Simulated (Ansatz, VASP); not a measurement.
# One calculation of Hf, two programs

```
Hf
1.0
    -1.75236    1.75236    1.75236
     1.75236   -1.75236    1.75236
     1.75236    1.75236   -1.75236
Hf
1
Direct
  0.00000 0.00000 0.00000
```

Alike in both runs: functional PBE; dispersion D3(BJ); k mesh 16 × 16 × 16; occupations gaussian, width 0.1 eV; no spin polarisation.

Ansatz relaxed the structure, and its values are those at the end. VASP's run is a single point on that final structure, the one shown.

|  | VASP | Ansatz |
| --- | --- | --- |
| version | VASP 6.6.1 | Ansatz 0.2.0 |
| potentials or method | VASP PAW PBE potentials, release 64 (Hf_pv) | scalar-relativistic, plane waves, PAW |
| plane-wave cutoff (eV) | 520 | 420 |
| valence electrons in the cell | 10 | 26 |

|  | VASP | Ansatz | Ansatz less VASP |
| --- | --- | --- | --- |
| gap on the k mesh at the Fermi level (eV) | none | none | - |
| pressure (GPa) | -0.3 | 0.0 | +0.32 |

A gap of «none» marks a metal or a gap that the smearing closes. The two sets of potentials don't hold the same shells in valence.

Caveats: pairwise dispersion overbinds metals, which lowers pressure and volume. Spin-orbit coupling is left out, which matters for the levels of Hf.
